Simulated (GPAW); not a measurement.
Runs of GPAW 26.7.0 on BAs. Symmetry: F-43m, No. 216, cubic system. Conventional cell: a = 4.777 Å, b = 4.777 Å, c = 4.777 Å, α = 90.00°, β = 90.00°, γ = 90.00°. As (site symmetry -43m) is surrounded by 4 B at 2.07 Å. B (site symmetry -43m) has 4 As at 2.07 Å as nearest neighbours. 

| task | level | cell | smearing | optimizer | fmax | max steps | convergence | band path | gap on the mesh (eV) | pressure (GPa) |
| --- | --- | --- | --- | --- | --- | --- | --- | --- | --- | --- |
| single point | PBE | as given | gaussian 0.019 eV | - | - | - | - | - | 1.18 | 3.3 |
| single point | PBE | as given | gaussian 0.013 eV | - | - | - | - | - | 1.18 | 3.3 |
| relaxation of cell and atoms | PBE+D3(BJ) | relaxed | fermi-dirac 0.05 eV | BFGS | 0.01 eV/Å | 100 | density=1e-05 forces=0.0001 | - | 1.18 | 0.0 |
| single point | PBE | as given | gaussian 0.022 eV | - | - | - | - | - | 1.18 | 3.3 |
| band structure | r2SCAN | as given | fermi-dirac 0.05 eV | - | - | - | - | GXWKGLUWLK,UX | (a) | 0.8 |

Alike in all rows: potentials or basis GPAW PAW data sets (gpaw-data 1.2.1), pw; no spin polarisation; k mesh 10 × 10 × 10; cutoff (eV) 800.

Task: Estimate the missing entries.

Result: (a) 1.37.

Caveats: later steps reuse the first step's grids (some runs); the PAW data sets were made with another functional, which shifts forces and pressure a little (some runs).

A k mesh can miss the band edges, and the runs leave out spin-orbit coupling on As.
